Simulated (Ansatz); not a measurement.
## Energy ranking of AlIn2As3 structures

These are results of Ansatz 0.2.0, DFT PBE, scalar-relativistic, plane waves, PAW, not measurements. Settings: cutoff 420 eV, Γ-centred meshes spaced at most about 0.3 Å⁻¹, and about 0.25 Å⁻¹ or finer for metals (2π included), Gaussian smearing. No spin polarisation.

Formation energies are uncorrected and refer to the elements' standard structures at the same level.

Temperature and zero-point effects are left out. Only the structures computed here compete, so a lower one can exist. The k mesh leaves some 4 meV/atom of noise in the energy of each metallic cell. Kohn–Sham gaps at this level usually fall short of measured ones. The zero gap of P3m1, P6_3mc may come from the functional, which often closes small gaps. The reference form of As is held partly by dispersion forces, which this level lacks.

Invented guesses were relaxed alike, and ends that match in structure were merged. ΔE counts from the first row. Coordination counts As atoms around Al and In (those within 1.25 times the shortest such distance or 1.15 times the sum of covalent radii, 1.27 where that leaves under three). The ends were matched against large subsets of the Crystallography Open Database and the Materials Project, so a missing match doesn't prove that a structure is unreported.

| # | reached from | type and space group | atoms | Å³/atom | coordination | ΔE (meV/atom) | gap on mesh (eV) | in databases | checks |
| --- | --- | --- | --- | --- | --- | --- | --- | --- | --- |
| 1 | a cell proposed by chemical analogy | Cc (No. 9) | 12 | 27.3 | Al 4, In 4 | 0 | 0.19 | no match | - |
| 2 | a cell proposed by chemical analogy | Imm2 (No. 44) | 6 | 27.3 | Al 4, In 4 | 2 | 0.13 | no match | - |
| 3 | a cell proposed by chemical analogy | Cmc2_1 (No. 36) | 12 | 27.3 | Al 4, In 4 | 3 | 0.23 | no match | - |
| 4 | Al and In ordered on zinc blende sites | I-4m2 (No. 119) | 6 | 27.4 | Al 4, In 4 | 9 | 0.11 | no match | - |
| 5 | Al and In ordered on zinc blende sites | P3m1 (No. 156) | 6 | 27.4 | Al 4, In 4 | 19 | 0.00 | no match | phonons real on a 2×2×1 q mesh, imaginary between its points (to 5i cm⁻¹, which can come from the interpolation) |
| 6 | Al and In ordered on wurtzite sites | P6_3mc (No. 186) | 12 | 27.4 | Al 4, In 4 | 27 | 0.00 | no match | - |

The first two are tied within the noise. The first: Space group Cc (No. 9), monoclinic, a = 7.373 Å, b = 12.790 Å, c = 7.369 Å, β = 109.4°. Al is surrounded by 4 As at 2.48–2.51 Å; In on its first site has 4 As at 2.66–2.69 Å; In on its second site has 4 As at 2.66–2.68 Å; As on its first site is surrounded by 1 Al at 2.49 Å and 3 In at 2.66–2.67 Å; As on its second site has 2 Al at 2.49–2.51 Å and 2 In at 2.68–2.69 Å; 1 more site not described. Its energy over the elements is −0.319 eV/atom. A negative formation energy is needed for stability but isn't enough: competing phases decide. An observed structure of this formula, if there is one, may be missing.

```
Al In As
1.0
     3.68667   -6.39514    0.00000
     3.68667    6.39514    0.00000
    -2.44290    0.00000    6.95205
Al In As
2 4 6
Direct
  0.08048 0.92014 0.50076
  0.92014 0.08048 0.00076
  0.41619 0.58432 0.49978
  0.58432 0.41619 0.99978
  0.24570 0.75384 0.00003
  0.75384 0.24570 0.50003
  0.44217 0.27302 0.61665
  0.27302 0.44217 0.11665
  0.81193 0.95970 0.64010
  0.95970 0.81193 0.14010
  0.12080 0.64171 0.61768
  0.64171 0.12080 0.11768
```

The second: Space group Imm2 (No. 44), orthorhombic, a = 4.257 Å, b = 12.774 Å, c = 6.031 Å. Around Al lie 4 As at 2.48–2.52 Å; In is surrounded by 4 As at 2.66–2.68 Å; As on a site of symmetry m is surrounded by 1 Al at 2.48 Å and 3 In at 2.66–2.67 Å; around As on a site of symmetry mm2 lie 2 Al at 2.52 Å and 2 In at 2.68 Å. Counting As atoms around Al and In, the first and the second both have Al 4, In 4. Shaken at random and relaxed again, row 4 came back. Shaken at random and relaxed again, row 5 came back. Shaken at random and relaxed again, row 6 came back. Cells without such a test can be saddle points.
